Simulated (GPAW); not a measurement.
Sb:

```
Sb
1.0
    -1.59487    1.55125    2.72767
     1.54722   -1.56493    2.70791
     1.61542    1.58547   -2.73561
Sb
1
Direct
  0.00000 0.00000 0.00000
```

This isn't the form of Sb at room conditions, which is rhombohedral.

The cell isn't the ideal one: cell sheared at random, sigma 0.01, atoms nudged by 0.01 Å.

Base run:

* Program: GPAW 26.7.0
* Functional: PBE
* Potentials or basis: GPAW PAW data sets (gpaw-data 1.2.1)
* Cutoff: 600 eV
* Basis: pw
* k mesh: 10 × 10 × 12
* Occupations: fermi-dirac, width 0.05 eV
* Spin: no spin polarisation

Its results: band gap on the k mesh none (metal or under the smearing width); pressure 1.5 GPa.

The run is repeated on the same cell with these changes: functional from PBE to RPBE; potentials or basis from GPAW PAW data sets (gpaw-data 1.2.1) to the program's PAW data sets (release 1.2.1) made for this functional. What comes out?

Band gap on the k mesh none (metal or under the smearing width); pressure 2.8 GPa.
